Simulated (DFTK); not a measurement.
Wanted: the native input for a DFTK 0.8.2 run.

- Task: equation of state
- Functional: PBEsol
- Potentials or basis: dojo.nc.sr.pbesol.v0_4_1.standard.upf (PBEsol)
- Cutoff: 1143 eV
- k mesh: 9 × 9 × 9
- Occupations: fermi-dirac, width 0.05 eV
- Spin: no spin polarisation
- Valence electrons: N 5, Y 11
- Volume scales: [0.94, 0.96, 0.98, 1.0, 1.02, 1.04, 1.06]
- SCF tolerance on the density: 1e-06

YN:

```xyz
2
Lattice="0.0000 2.4385 2.4385 2.4385 0.0000 2.4385 2.4385 2.4385 0.0000" Properties=species:S:1:pos:R:3 pbc="T T T"
Y     0.0000    0.0000    0.0000
N     2.4385    2.4385    2.4385
```

One way to write it, as run:

run.jl

```julia
using DFTK
using PseudoPotentialData
using Unitful, UnitfulAtomic
using LinearAlgebra, Printf
include("save.jl")
disable_threading()

# lattice vectors are the columns
lattice = austrip(1u"Å") * [           0.0         2.4385         2.4385;
                   2.4385            0.0         2.4385;
                   2.4385         2.4385            0.0]
symbols   = [:Y, :N]
positions = [[0.0, 0.0, 0.0],
             [0.5, 0.5, 0.5]]
pseudopotentials = PseudoFamily("dojo.nc.sr.pbesol.v0_4_1.standard.upf")
elements = Dict(s => ElementPsp(s, pseudopotentials) for s in unique(symbols))
atoms    = [elements[s] for s in symbols]

build_model(lattice, positions; symmetries=true) =
    model_DFT(lattice, atoms, positions;
              functionals=PBEsol(),
              temperature=austrip(0.05u"eV"),
              smearing=Smearing.FermiDirac(),
              symmetries)
Ecut  = 42.0  # hartree
kgrid = [9, 9, 9]
tol   = 1e-6
to_GPa = ustrip(uconvert(u"GPa", 1u"hartree/bohr^3"))

results["points"] = []
for scale in [0.94, 0.96, 0.98, 1.0, 1.02, 1.04, 1.06]
    println("\n=== scale = ", scale)
    model = build_model(cbrt(scale) * lattice, positions)
    basis = PlaneWaveBasis(model; Ecut, kgrid)
    t0 = time()
    scfres = self_consistent_field(basis;
                                   tol,
                                   nbandsalg=AdaptiveBands(model; n_bands_converge=13))
    seconds = time() - t0
    @printf "SCF: %d iterations, %.1f s\n" scfres.n_iter seconds
    forces = compute_forces_cart(scfres)
    stress = compute_stresses_cart(scfres)
    @printf "V = %.5f Å^3  F = %.8f Ha  max force = %.5f eV/Å  p = %.4f GPa\n" ustrip(auconvert(u"Å^3", model.unit_cell_volume)) scfres.energies.total ustrip(auconvert(u"eV/Å", maximum(norm, forces))) (-tr(stress) / 3 * to_GPa)
    push!(results["points"], save_scf!(scfres; forces, stress, d=Dict{String,Any}("seconds" => seconds, "n_matvec" => get(scfres, :n_matvec, 0))))
end

# third-order Birch-Murnaghan fit in x = V^(-2/3)
V = [0.94, 0.96, 0.98, 1.0, 1.02, 1.04, 1.06] * abs(det(lattice))
E = [p["total"] for p in results["points"]]
x = V .^ (-2 / 3)
c = [x .^ 0 x x .^ 2 x .^ 3] \ E
Δ = c[3]^2 - 3c[2] * c[4]
if Δ > 0
    x0 = (-c[3] + sqrt(Δ)) / 3c[4]
    B0 = 4 / 9 * x0^(7 / 2) * (2c[3] + 6c[4] * x0)
    @printf "V0 = %.4f Å^3  B0 = %.2f GPa\n" ustrip(auconvert(u"Å^3", x0^(-3 / 2))) B0 * to_GPa
end
```

Potentials or basis: dojo.nc.sr.pbesol.v0_4_1.standard.upf (PBEsol).

Run with:

```bash
$ julia --threads=1 run.jl  # save.jl only writes the numbers to a file and isn't shown; printed stress counts tension as positive; times include loading and compiling
```

It gave:

```
Equilibrium volume                      : 14.32 Å³/atom
Bulk modulus                            : 171 GPa
Pressure derivative of the bulk modulus : 4.2
```

It took 9.5 min on 1 thread of Intel(R) Xeon(R) Platinum 8488C (Sapphire Rapids) (shared host), peak memory 1.8 GiB.
